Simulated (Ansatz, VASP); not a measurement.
# Two plane-wave programs on In

```
CELL_PARAMETERS angstrom
-1.90966 1.90966 1.90966
1.90966 -1.90966 1.90966
1.90966 1.90966 -1.90966
ATOMIC_POSITIONS crystal
In 0.00000 0.00000 0.00000
```

This isn't the form of In at room conditions, which is tetragonal.

Alike in both runs: task single point; functional PBE; k mesh 16 × 16 × 16; occupations gaussian, width 0.1 eV; no spin polarisation.

|  | VASP | Ansatz |
| --- | --- | --- |
| version | VASP 6.6.1 | Ansatz 0.2.0 |
| potentials or method | VASP PAW PBE potentials, release 64 (In_d) | scalar-relativistic, plane waves, PAW |
| plane-wave cutoff (eV) | 520 | 420 |
| valence electrons in the cell | 13 | 13 |

|  | VASP | Ansatz | Ansatz less VASP |
| --- | --- | --- | --- |
| gap on the k mesh at the Fermi level (eV) | none | none | - |
| pressure (GPa) | 0.0 | 0.0 | +0.05 |

A gap of «none» marks a metal or a gap that the smearing closes.
